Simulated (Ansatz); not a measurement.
**BaTiO3: stress in a strained cell**

BaTiO3 is deformed so: zz strain of +2 %. What stress and forces result, by LAPW, PAW and all-electron datasets made for the crystal?

Computed with Ansatz 0.2.0 (DFT PBEsol, scalar-relativistic, unless a step's input says otherwise).

### 1 Starting point

The structure is tetragonal, space group P4/mmm (No. 123). The conventional cell has a = 4.000 Å, b = 4.000 Å, c = 4.018 Å, α = 90.00°, β = 90.00°, γ = 90.00°. Ba (site symmetry 4/mmm) is surrounded by 12 O at 2.83 Å. Around Ti (site symmetry 4/mmm) lie 6 O at 2.00 to 2.01 Å. Around O (site symmetry 4/mmm) lie 2 Ti at 2.01 Å and 4 Ba at 2.83 Å. Around O (site symmetry mmm) lie 2 Ti at 2.00 Å and 4 Ba at 2.83 Å.

Structure file:

```
CELL_PARAMETERS angstrom
3.99980 0.00000 0.00000
0.00000 3.99980 0.00000
0.00000 0.00000 4.01800
ATOMIC_POSITIONS crystal
Ba 0.00000 0.00000 0.00000
Ti 0.50000 0.50000 0.50000
O 0.50000 0.50000 0.00000
O 0.50000 0.00000 0.50000
O 0.00000 0.50000 0.50000
```

Atoms are numbered in the order of the input: Ba1, Ti2, O3, O4, O5.

### 2 After the deformation

Space group P4/mmm before, P4/mmm after.

### 3 All-electron LAPW

input.yaml

```yaml
crystal:
  lattice:
    - [3.9998, 0.0, 0.0]
    - [0.0, 3.9998, 0.0]
    - [0.0, 0.0, 4.09836]
  atoms:
    - { symbol: Ba, position: [0.0, 0.0, 0.0] }
    - { symbol: Ti, position: [0.5, 0.5, 0.5] }
    - { symbol: O, position: [0.5, 0.5, 0.0] }
    - { symbol: O, position: [0.5, 0.0, 0.5] }
    - { symbol: O, position: [0.0, 0.5, 0.5] }
kpoints:
  mp_grid: { grid: [7, 7, 7] }
  band_path:
    path:
      - [0.0, 0.0, 0.0]
      - [0.0, 0.5, 0.0]
      - [0.5, 0.5, 0.0]
      - [0.0, 0.0, 0.0]
      - [0.0, 0.0, 0.5]
      - [0.0, 0.5, 0.5]
      - [0.5, 0.5, 0.5]
      - [0.0, 0.0, 0.5]
      - [0.0, 0.5, 0.0]
    npoints: 5
scf:
  occupations: { method: fermi_dirac, width: 0.03 }
hamiltonian:
  xc: pbesol
  pseudopotentials: { kind: all_electron, lapw: { basis_error: 0.001 } }
output:
  forces: true
  stress: true
  eigenvalues: true
```

Started as:

```bash
$ ansatz run input.yaml --threads 2 --pin off --max-ram 8192MiB --backend cpu --events-out ev --progress --plain --runs-dir out
```

### 4 PAW on the default files

input.yaml

```yaml
crystal:
  lattice:
    - [3.9998, 0.0, 0.0]
    - [0.0, 3.9998, 0.0]
    - [0.0, 0.0, 4.09836]
  atoms:
    - { symbol: Ba, position: [0.0, 0.0, 0.0] }
    - { symbol: Ti, position: [0.5, 0.5, 0.5] }
    - { symbol: O, position: [0.5, 0.5, 0.0] }
    - { symbol: O, position: [0.5, 0.0, 0.5] }
    - { symbol: O, position: [0.0, 0.5, 0.5] }
kpoints:
  mp_grid: { grid: [7, 7, 7] }
scf:
  occupations: { method: fermi_dirac, width: 0.03 }
hamiltonian:
  xc: pbesol
  pseudopotentials: { kind: paw }
output:
  forces: true
  stress: true
  eigenvalues: true
  efg: { contact_densities: true }
  write_density: true
  write_potential: true
  elf: true
  volumetric_format: npy
```

### 5 Datasets made for this crystal

Edit input.yaml of step 4 so:

```diff
@@ -17,3 +17,3 @@
   xc: pbesol
-  pseudopotentials: { kind: paw }
+  pseudopotentials: { kind: all_electron, datasets: crystal }
 output:
@@ -23,5 +23 @@
   efg: { contact_densities: true }
-  write_density: true
-  write_potential: true
-  elf: true
-  volumetric_format: npy
```

(Steps that only read results are left out.)

**Question.** What will these runs give? Wanted: pressure; largest shear or deviatoric stress.

**Answer**, as computed:

| quantity | value |
| --- | --- |
| pressure | LAPW -7.46, PAW -7.47, crystal datasets -7.46 GPa |
| largest shear or deviatoric stress (LAPW) | 2.59 GPa |

The largest part of the stress beyond the pressure is 2.59 GPa in size, in the zz component; the atoms are carried along and not relaxed. No run of the undeformed cell stands beside it, so the pressure holds what the given cell had before the change. PAW: stress within 0.02 GPa of LAPW. Crystal datasets: stress within 0.01 GPa of LAPW. Spin-orbit coupling is left out, though the cell holds Ba; in elements this heavy it can shift bands and gaps by tenths of an eV.

The gaps are Kohn-Sham values of a semilocal functional, not quasiparticle or optical gaps. Such gaps usually fall short of the measured ones.
